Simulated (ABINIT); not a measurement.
Here is an ABINIT 10.8.3 (patched build) calculation.

Contents of run.abi:

```
# Datasets: ground state, then fixed potential
ndtset 2

# Pseudopotentials
pp_dirpath "./"
pseudos "As.GGA_PBE-JTH_sp.xml, Ga.GGA_PBE-JTH.xml"

# Structure
acell 3*1.0 Angstrom
rprim
     0.0000000000     2.8268500000     2.8268500000
     2.8268500000     0.0000000000     2.8268500000
     2.8268500000     2.8268500000     0.0000000000
ntypat 2
znucl 33 31
natom 2
typat 1 2
xred
     0.7500000000     0.7500000000     0.7500000000
     0.0000000000     0.0000000000     0.0000000000

# Plane-wave basis
ecut 462.593566 eV
pawecutdg 34.0

# Exchange and correlation
ixc -116133

# Bands and occupations
occopt 3
tsmear 0.05 eV

# Spin
nspinor 2
nspden 1
pawspnorb 1

# SCF cycle
nstep 100

# Output
iomode 3
prtwf 0
prteig 0
prtebands 0
enunit 1
prtden1 1

# Dataset 1
kptopt1 4
ngkpt1 8 8 8
nshiftk1 1
shiftk1 0.0 0.0 0.0
nband1 26
tolvrs1 1.0e-9

# Dataset 2: bands along G-X-W-K-G-L-U-W-L-K
iscf2 -2
getden2 1
nband2 34
nbdbuf2 2
tolwfr2 1.0e-12
kptopt2 -9
ndivsm2 8
prteig2 1
prtvol2 -3
kptbounds2
     0.0000000000     0.0000000000     0.0000000000
     0.5000000000     0.0000000000     0.5000000000
     0.5000000000     0.2500000000     0.7500000000
     0.3750000000     0.3750000000     0.7500000000
     0.0000000000     0.0000000000     0.0000000000
     0.5000000000     0.5000000000     0.5000000000
     0.6250000000     0.2500000000     0.6250000000
     0.5000000000     0.2500000000     0.7500000000
     0.5000000000     0.5000000000     0.5000000000
     0.3750000000     0.3750000000     0.7500000000
```

Potentials or basis: JTH PAW PBE v2.0 sp.

The run is started by

```console
$ abinit run.abi > log 2>&1
```

Q: What does it give for the pressure?

A: 0.3 GPa.

Q: Predict the band gap on the k mesh.

A: 0.35 eV, direct.

Q: Predict the band gap along the path.

A: 0.35 eV, direct.

Levels at the corners of the path, in eV from the valence-band top:
| point | band 14 | band 15 | band 16 | band 17 | band 18 | band 19 | band 20 | band 21 | band 22 | band 23 |
| --- | --- | --- | --- | --- | --- | --- | --- | --- | --- | --- |
| Γ | -0.33 | 0.00 | 0.00 | 0.00 | 0.00 | 0.35 | 0.35 | 3.48 | 3.48 | 3.67 |
| X | -6.96 | -2.85 | -2.85 | -2.76 | -2.76 | 1.24 | 1.24 | 1.46 | 1.46 | 10.03 |
| W | -6.74 | -3.75 | -3.63 | -3.51 | -3.47 | 4.37 | 4.53 | 4.58 | 4.58 | 5.22 |
| K | -6.75 | -4.04 | -3.99 | -2.38 | -2.38 | 1.76 | 1.76 | 4.45 | 4.51 | 7.80 |
| Γ | -0.33 | 0.00 | 0.00 | 0.00 | 0.00 | 0.35 | 0.35 | 3.48 | 3.48 | 3.67 |
| L | -6.79 | -1.36 | -1.36 | -1.16 | -1.16 | 0.82 | 0.82 | 4.45 | 4.45 | 4.55 |
| U | -6.75 | -4.04 | -3.99 | -2.38 | -2.38 | 1.76 | 1.76 | 4.45 | 4.51 | 7.80 |
| W | -6.74 | -3.75 | -3.63 | -3.51 | -3.47 | 4.37 | 4.53 | 4.58 | 4.58 | 5.22 |
| L | -6.79 | -1.36 | -1.36 | -1.16 | -1.16 | 0.82 | 0.82 | 4.45 | 4.45 | 4.55 |
| K | -6.75 | -4.04 | -3.99 | -2.38 | -2.38 | 1.76 | 1.76 | 4.45 | 4.51 | 7.80 |

Caveat: the PAW data sets were made with another functional, which shifts forces and pressure a little; this set keeps more shells in the core, which shifts pressures and gaps.

**Measured values to compare with.**

“Evidence of valence band perturbations in GaAsN/GaAs(001): A combined variable-angle spectroscopic ellipsometry and modulated photoreflectance investigation”, 2008, arxiv:0805.2212 reports, for a bulk crystal of GaAs at 300 K: band gap 1.418 ± 0.005 eV (direct).

A measured gap of GaAs is 1.418 eV (direct; 300 K; “Evidence of valence band perturbations in GaAsN/GaAs(001): A combined variable-angle spectroscopic ellipsometry and modulated photoreflectance investigation”, 2008, arxiv:0805.2212); the calculated 0.35 eV misses it by -1.07 eV. So large a miss can be the level of theory's own, or it may mean another phase, state or a wrong row. 3 values of this kind are on record (1.412 to 1.51 eV); this one was drawn at random among those near their median, those with a stated uncertainty first. The value is that of PBEsol, without temperature or zero-point motion. Semilocal functionals fall short of measured gaps as a rule.
